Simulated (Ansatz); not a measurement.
**Ge: the cell at several levels of theory**

An exercise on one series of results from a longer session: the logs are not shown, and one member is left open.

The runs shown are made with Ansatz 0.2.0. PAW datasets, plane waves, zero pressure. Computed at 0 K without zero-point motion; spin polarisation is off.

### The system as given

The symmetry is P6_3/mmc (No. 194, hexagonal); conventional cell a = 3.998 Å, c = 6.599 Å, 22.83 Å³ an atom. Near Ge stand 4 Ge at 2.45–2.47 Å.

The structure in full:

```
Ge
1.0
     3.99759    0.00000    0.00000
    -1.99879    3.46201    0.00000
     0.00000    0.00000    6.59938
Ge
4
Cartesian
  1.9988 1.1540 0.4151
  0.0000 2.3080 3.7148
  1.9988 1.1540 2.8846
  0.0000 2.3080 6.1843
```

The first run:

File input.yaml:

```yaml
crystal:
  lattice:
    - [3.9975858431, 0.0, 0.0]
    - [-1.9987929216, 3.462010894, 0.0]
    - [0.0, 0.0, 6.59937795]
  atoms:
    - { symbol: Ge, position: [0.66666667, 0.33333333, 0.06290125] }
    - { symbol: Ge, position: [0.33333333, 0.66666667, 0.56290125] }
    - { symbol: Ge, position: [0.66666667, 0.33333333, 0.43709875] }
    - { symbol: Ge, position: [0.33333333, 0.66666667, 0.93709875] }
kpoints:
  mp_grid: { grid: [6, 6, 4] }
hamiltonian:
  xc: pbe
scf:
  occupations: { method: fermi_dirac, width: 0.02 }
relax:
  f_tol: 0.005
  cell: {}
```

On the command line:

```bash
> ansatz run input.yaml --threads 4 --pin off --max-ram 9216MiB --backend cpu --events-out ev --progress --plain --runs-dir out
```

Among the steps run: PBE: cell and atoms; Relaxation with r2SCAN; PBEsol: cell and atoms; LDA: cell and atoms; Relaxing with HSE06.

One of the session's tables, all rows but one given; the rest of the session is left out.

| level | a (Å) | c (Å) | volume (Å³/atom) |
| --- | --- | --- | --- |
| PBE | 4.066 | 6.680 | 23.913 |
| r2SCAN | 3.998 | 6.592 | 22.812 |
| PBEsol | 4.006 | 6.578 | 22.850 |
| LDA | ? | ? | ? |
| HSE06 | 4.008 | 6.589 | 22.923 |

Q: Estimate the row for LDA from the others.

**Answer.** a (Å): 3.968; c (Å): 6.506; volume (Å³/atom): 22.177. In the column «a (Å)» it is the lowest.

The first relaxation changed the volume by +4.7 % from the start. The volume runs from LDA (least) to PBE (most), a spread of 7.8 %, or 2.5 % in length if all axes shared it alike. The meshes differ: PBE 6×6×4, r2SCAN 6×6×4, PBEsol 6×6×4, LDA 6×6×4, HSE06 6×6×2.
